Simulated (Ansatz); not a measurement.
# CsSnI3: pressure against volume

CsSnI3, Pm-3m, a = 6.283 Å. The structure is a COD entry; whether it is the stable form wasn't checked. Ansatz: PBE, PAW, 420 eV, Γ-centred 6×6×6 mesh on 5 atoms, Gaussian smearing 0.02 eV; no spin polarisation. Symmetry fixes shape and atoms, so the cell is only scaled; pressure is positive in compression.

```tsv
V (Å³/atom)	P (GPa)
46.633	?
48.121	0.53
49.610	0.02
51.098	-0.41
52.586	-0.77
```

Problem. Take V0 = 49.610 Å³/atom, count pressures from its P0 = 0.02 GPa, fit the third-order Birch–Murnaghan form to the other rows, and predict the missing pressure.

Solution. With the Eulerian strain f = ½[(V0/V)^(2/3) − 1] and y = (P − P0)/[3f(1 + 2f)^(5/2)], the form is the line y = B0 + 1.5 B0 (B0′ − 4) f. Rows (f, y): 0.01026, 15.75; -0.00975, 15.44; -0.01905, 15.23. Means f = -0.006180, y = 15.473; Σ(Δf)² = 0.0004487, ΣΔfΔy = 0.007799; the slope is their ratio. y = 15.58 + 17.38 f GPa, so B0 = 15.6 GPa and B0′ = 4 + 2 × (17.38)/(3 × 15.58) = 4.74. At V = 46.633, f = 0.02106, y = 15.946 and P = 1.14 GPa. The run gave 1.13 GPa, so the fit is 0.01 GPa too high, a small miss on the scale of the series. The form still works here, 33 % of the fitted range beyond its end.

Symmetry holds off the tilts and polar distortions that many cubic perovskites undergo.